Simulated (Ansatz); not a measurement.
In in Ansatz: the effect of functional

The system is In, a slab with vacuum.

```xyz
4
Lattice="3.3355 0.0000 0.0000 -1.6677 2.8886 0.0000 0.0000 0.0000 23.2637" Properties=species:S:1:pos:R:3 pbc="T T T"
In    1.6677    0.9629    7.5000
In    0.0000    1.9257   10.2546
In    1.6677    0.9629   13.0091
In    0.0000    1.9257   15.7637
```

The slab is cut from a database's or a generator's crystal, which needn't be the stable form of the element.

Alike in all runs:

| Item | Value |
| --- | --- |
| Program | Ansatz 0.2.0 |
| Task | single point |
| Potentials or basis | all-electron LAPW, scalar-relativistic |
| Basis error allowed | 0.002 eV/atom |
| k mesh | 9 × 9 × 1 |
| Occupations | fermi-dirac, width 0.05 eV |
| Spin | no spin polarisation |

```tsv
functional	cutoff	largest force (eV/Å)	work function (eV)
PBE	154 eV (chosen from the basis error)	0.11	3.75
LDA	155 eV (chosen from the basis error)	0.16	4.05
PBEsol	154 eV (chosen from the basis error)	?	?
```

Problem. What does the run with functional PBEsol give?

Solution. Largest force 0.10 eV/Å; work function 3.84 eV.
